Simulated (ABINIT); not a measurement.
# C (Fd-3m) in ABINIT: notebook, part 2 of 2

ABINIT 10.8.3 (patched build). The steps go on from the part before.

### Step 3. Equation of state, PBE

File run.abi:

```
# Datasets: one volume each
ndtset 7
getwfk -1
scalecart1 3*0.9795861087
scalecart2 3*0.9864848297
scalecart3 3*0.9932883884
scalecart4 3*1.0000000000
scalecart5 3*1.0066227096
scalecart6 3*1.0131594038
scalecart7 3*1.0196128224

# Pseudopotentials
pp_dirpath "./"
pseudos "C.upf"

# Structure
acell 4.7660140852 4.7660140852 4.7660140852
rprim
     0.0000000000     0.7071067812     0.7071067812
     0.7071067812     0.0000000000     0.7071067812
     0.7071067812     0.7071067812     0.0000000000
ntypat 1
znucl 6
natom 2
typat 1 1
xred
     0.7500000000     0.7500000000     0.7500000000
     0.5000000000     0.5000000000     0.5000000000

# Plane-wave basis
ecut 41.0

# k points
kptopt 1
ngkpt 13 13 13
nshiftk 1
shiftk 0.0 0.0 0.0

# Exchange and correlation
ixc 11

# Bands and occupations
nband 8
occopt 3
tsmear 0.05 eV

# SCF cycle
nstep 100
tolvrs 1.0e-10

# Output
iomode 3
prtwf 1
prtden 0
prteig 0
prtebands 0
enunit 1
```

Potentials or basis: PseudoDojo NC SR PBE v0.4.1 standard.

Started as:

```bash
$ abinit run.abi > log 2>&1
```

Wall time 71 s (1 thread of Arm Neoverse V2, shared host); peak memory 0.11 GiB.

The run converged. Its results:

- Equilibrium volume: 5.70 Å³/atom
- Bulk modulus: 432 GPa
- Pressure derivative of the bulk modulus: 3.7

Energy against volume, from the lowest point:
```tsv
volume (Å³/atom)	energy (meV/atom)
5.332	35.45
5.445	16.33
5.558	4.74
5.672	0.00
5.785	1.51
5.899	8.69
6.012	21.05
```

Caveat: pressures at fixed basis lie under the slope of the energies.

### Step 4. Band structure, r2SCAN

File run.abi:

```
# Datasets: ground state, then fixed potential
ndtset 2

# Pseudopotentials
pp_dirpath "./"
pseudos "C_ONCV_PBE-1.2.upf"

# Structure
acell 4.7660140852 4.7660140852 4.7660140852
rprim
     0.0000000000     0.7071067812     0.7071067812
     0.7071067812     0.0000000000     0.7071067812
     0.7071067812     0.7071067812     0.0000000000
ntypat 1
znucl 6
natom 2
typat 1 1
xcart
     5.0551213183     5.0551213183     5.0551213183
     3.3700808789     3.3700808789     3.3700808789

# Plane-wave basis
ecut 49.0

# Exchange and correlation
ixc -497498
usekden 1

# Bands and occupations
occopt 3
tsmear 0.05 eV

# SCF cycle
nstep 100

# Output
iomode 3
prtwf 0
prteig 0
prtebands 0
enunit 2
prtden1 1
prtkden1 1

# Dataset 1
kptopt1 1
ngkpt1 13 13 13
nshiftk1 1
shiftk1 0.0 0.0 0.0
nband1 8
tolvrs1 1.0e-9

# Dataset 2: bands along G-X-W-K-G-L-U-W-L-K
iscf2 -2
getden2 1
getkden2 1
nband2 12
nbdbuf2 2
tolwfr2 1.0e-12
kptopt2 -9
ndivsm2 5
prteig2 1
prtvol2 -3
kptbounds2
     0.0000000000     0.0000000000     0.0000000000
     0.5000000000     0.0000000000     0.5000000000
     0.5000000000     0.2500000000     0.7500000000
     0.3750000000     0.3750000000     0.7500000000
     0.0000000000     0.0000000000     0.0000000000
     0.5000000000     0.5000000000     0.5000000000
     0.6250000000     0.2500000000     0.6250000000
     0.5000000000     0.2500000000     0.7500000000
     0.5000000000     0.5000000000     0.5000000000
     0.3750000000     0.3750000000     0.7500000000
```

Potentials or basis: SG15 NC PBE v1.2.

Started as:

```bash
$ abinit run.abi > log 2>&1
```

Wall time 1.8 min (1 thread of Arm Neoverse V2, shared host); peak memory 0.12 GiB.

Results (log left out):

| Quantity | Value |
| --- | --- |
| Free energy | -309.5400 eV |
| Pressure | -2.4 GPa |
| Band gap on the k mesh | 4.27 eV, indirect (least direct gap 5.85 eV) |
| Band gap along the path | 4.26 eV, indirect (least direct gap 5.85 eV) |
| All electrons inside the program's atomic spheres | C 4.72 (radii [1.0584] Å) |

Levels at the corners of the path, in eV from the valence-band top:
| point | band 2 | band 3 | band 4 | band 5 | band 6 | band 7 |
| --- | --- | --- | --- | --- | --- | --- |
| Γ | 0.00 | 0.00 | 0.00 | 5.85 | 5.85 | 5.85 |
| X | -13.70 | -6.67 | -6.67 | 4.93 | 4.93 | 17.90 |
| W | -12.94 | -8.72 | -8.72 | 11.28 | 11.28 | 12.81 |
| K | -12.60 | -9.75 | -5.68 | 5.90 | 11.27 | 15.24 |
| Γ | 0.00 | 0.00 | 0.00 | 5.85 | 5.85 | 5.85 |
| L | -14.09 | -2.98 | -2.98 | 8.89 | 8.90 | 8.90 |
| U | -12.60 | -9.75 | -5.68 | 5.90 | 11.27 | 15.24 |
| W | -12.94 | -8.72 | -8.72 | 11.28 | 11.28 | 12.81 |
| L | -14.09 | -2.98 | -2.98 | 8.89 | 8.90 | 8.90 |
| K | -12.60 | -9.75 | -5.68 | 5.90 | 11.27 | 15.24 |

Caveat: a meta-GGA on norm-conserving files made for a GGA shifts volumes by about 1 %; the potentials were made for another functional, which shifts forces and pressure.

### Step 5. Band structure, rPW86PBE

Edit run.abi of step 4 so:

```diff
@@ -5,10 +5,10 @@
 pp_dirpath "./"
-pseudos "C_ONCV_PBE-1.2.upf"
+pseudos "C.GGA_PBE-JTH.xml"
 
 # Structure
-acell 4.7660140852 4.7660140852 4.7660140852
+acell 3*1.0
 rprim
-     0.0000000000     0.7071067812     0.7071067812
-     0.7071067812     0.0000000000     0.7071067812
-     0.7071067812     0.7071067812     0.0000000000
+     0.0000000000     3.3700808789     3.3700808789
+     3.3700808789     0.0000000000     3.3700808789
+     3.3700808789     3.3700808789     0.0000000000
 ntypat 1
@@ -18,11 +18,11 @@
 xcart
-     5.0551213183     5.0551213183     5.0551213183
-     3.3700808789     3.3700808789     3.3700808789
+     2.6750550000     2.6750550000     2.6750550000
+     1.7833700000     1.7833700000     1.7833700000 Angstrom
 
 # Plane-wave basis
-ecut 49.0
+ecut 20.0
+pawecutdg 40.0
 
 # Exchange and correlation
-ixc -497498
-usekden 1
+ixc -144130
 
@@ -30,3 +30,3 @@
 occopt 3
-tsmear 0.05 eV
+tsmear 0.00183747
 
@@ -42,3 +42,2 @@
 prtden1 1
-prtkden1 1
 
@@ -55,3 +54,2 @@
 getden2 1
-getkden2 1
 nband2 12
```

Potentials or basis: JTH PAW PBE v2.0.

Started as:

```bash
$ abinit run.abi > log 2>&1
```

Run time: 11 s. Hardware: 1 thread of Arm Neoverse V2, shared host; peak memory 0.12 GiB.

Results (log left out):

* Free energy: -313.6431 eV
* Pressure: 8.8 GPa
* Band gap on the k mesh: 4.40 eV, indirect (least direct gap 5.68 eV)
* Band gap along the path: 4.37 eV, indirect (least direct gap 5.68 eV)

Levels at the corners of the path, in eV from the valence-band top:
| point | band 2 | band 3 | band 4 | band 5 | band 6 | band 7 |
| --- | --- | --- | --- | --- | --- | --- |
| Γ | 0.00 | 0.00 | 0.00 | 5.68 | 5.68 | 5.68 |
| X | -12.63 | -6.20 | -6.20 | 5.06 | 5.06 | 16.74 |
| W | -11.88 | -8.14 | -8.14 | 10.86 | 10.86 | 12.36 |
| K | -11.61 | -9.11 | -5.28 | 5.96 | 10.92 | 14.35 |
| Γ | 0.00 | 0.00 | 0.00 | 5.68 | 5.68 | 5.68 |
| L | -13.15 | -2.76 | -2.76 | 8.59 | 8.59 | 8.96 |
| U | -11.61 | -9.11 | -5.28 | 5.96 | 10.92 | 14.35 |
| W | -11.88 | -8.14 | -8.14 | 10.86 | 10.86 | 12.36 |
| L | -13.15 | -2.76 | -2.76 | 8.59 | 8.59 | 8.96 |
| K | -11.61 | -9.11 | -5.28 | 5.96 | 10.92 | 14.35 |

Caveat: the PAW data sets were made with another functional, which shifts forces and pressure a little; the atomic spheres overlap.

### Step 6. Band structure, revPBE

Edit run.abi of step 5 so:

```diff
@@ -1,5 +1,3 @@
-# Datasets: ground state, then fixed potential
 ndtset 2
 
-# Pseudopotentials
 pp_dirpath "./"
@@ -7,3 +5,2 @@
 
-# Structure
 acell 3*1.0
@@ -18,6 +15,5 @@
 xcart
-     2.6750550000     2.6750550000     2.6750550000
-     1.7833700000     1.7833700000     1.7833700000 Angstrom
+     5.0551213183     5.0551213183     5.0551213183
+     3.3700808789     3.3700808789     3.3700808789
 
-# Plane-wave basis
 ecut 20.0
@@ -25,6 +21,4 @@
 
-# Exchange and correlation
-ixc -144130
+ixc 14
 
-# Bands and occupations
 occopt 3
@@ -32,6 +26,4 @@
 
-# SCF cycle
 nstep 100
 
-# Output
 iomode 3
@@ -40,6 +32,8 @@
 prtebands 0
-enunit 2
+enunit 1
 prtden1 1
+prtvha1 1
+prtvclmb1 1
+prtpot1 1
 
-# Dataset 1
 kptopt1 1
@@ -51,3 +45,2 @@
 
-# Dataset 2: bands along G-X-W-K-G-L-U-W-L-K
 iscf2 -2
@@ -58,3 +51,3 @@
 kptopt2 -9
-ndivsm2 5
+ndivsm2 6
 prteig2 1
```

Potentials or basis: JTH PAW PBE v2.0.

Started as:

```bash
$ abinit run.abi > log 2>&1
```

It took 8.9 s on 1 thread of Arm Neoverse V2, shared host; peak memory 0.12 GiB.

It converged, with:

```yaml
Free_energy: -311.5328 eV
Pressure: 5.7 GPa
Band_gap_on_the_k_mesh: 4.13 eV, indirect (least direct gap 5.60 eV)
Band_gap_along_the_path: 4.12 eV, indirect (least direct gap 5.60 eV)
```

Levels at the corners of the path, in eV from the valence-band top:
```tsv
point	band 2	band 3	band 4	band 5	band 6	band 7
Γ	0.00	0.00	0.00	5.60	5.60	5.60
X	-12.82	-6.31	-6.31	4.75	4.75	16.89
W	-12.04	-8.32	-8.32	10.67	10.67	12.32
K	-11.78	-9.32	-5.37	5.67	10.77	14.42
Γ	0.00	0.00	0.00	5.60	5.60	5.60
L	-13.39	-2.81	-2.81	8.47	8.47	8.79
U	-11.78	-9.32	-5.37	5.67	10.77	14.42
W	-12.04	-8.32	-8.32	10.67	10.67	12.32
L	-13.39	-2.81	-2.81	8.47	8.47	8.79
K	-11.78	-9.32	-5.37	5.67	10.77	14.42
```

Caveat: the PAW data sets were made with another functional, which shifts forces and pressure a little; the atomic spheres overlap.

### Step 7. Overview

| task | level | potentials or basis | cutoff (eV) | fine-grid cutoff | gap on the mesh (eV) | pressure (GPa) | V0 of scaled cells (Å³/atom) | B0 (GPa) |
| --- | --- | --- | --- | --- | --- | --- | --- | --- |
| equation of state | revPBE | JTH PAW PBE v2.0 | 544 | 1088.46 eV | - | - | 5.75 | 425 |
| equation of state | PBE | PseudoDojo NC SR PBE v0.4.1 standard | 1116 | - | - | - | 5.70 | 432 |
| band structure | r2SCAN | SG15 NC PBE v1.2 | 1333 | - | 4.27 | -2.4 | - | - |
| band structure | rPW86PBE | JTH PAW PBE v2.0 | 544 | 1088.46 eV | 4.40 | 8.8 | - | - |
| band structure | revPBE | JTH PAW PBE v2.0 | 544 | 1088.46 eV | 4.13 | 5.7 | - | - |

Alike in all rows: no spin polarisation; cell as given; k mesh 13 × 13 × 13; smearing fermi-dirac 0.05 eV.

Caveats: the PAW data sets were made with another functional, which shifts forces and pressure a little (some runs); the atomic spheres overlap (some runs); pressures at fixed basis lie under the slope of the energies (some runs); a meta-GGA on norm-conserving files made for a GGA shifts volumes by about 1 % (some runs); the potentials were made for another functional, which shifts forces and pressure (some runs).

Absolute energies hang on the potentials; compare differences alone.

### Step 8. How close it comes

Step 2. Against the measured bulk modulus of C, 442 GPa (quoted in “Equation of state of cubic boron nitride at high pressures and temperatures”, 2007, arxiv:cond-mat/0702656), the calculated 425 GPa is off by -3.7 %. 3 values of this kind are on record (442 to 444.8 GPa); this one was drawn at random among those near their median, those with a stated uncertainty first. The fit is for a static lattice scaled at fixed shape and fixed fractional positions. The cell as given is a measured one (5.67 Å³/atom); revPBE puts the equilibrium volume +1.4 % from it, thermal expansion not counted.

Step 3. Measured bulk modulus of C: 442 GPa (quoted in “Equation of state of cubic boron nitride at high pressures and temperatures”, 2007, arxiv:cond-mat/0702656). This calculation gives 432 GPa (-2.2 %). 3 values of this kind are on record (442 to 444.8 GPa); this one was drawn at random among those near their median, those with a stated uncertainty first. The fit is for a static lattice scaled at fixed shape and fixed fractional positions. The cell as given is a measured one (5.67 Å³/atom); PBE puts the equilibrium volume +0.5 % from it, thermal expansion not counted.
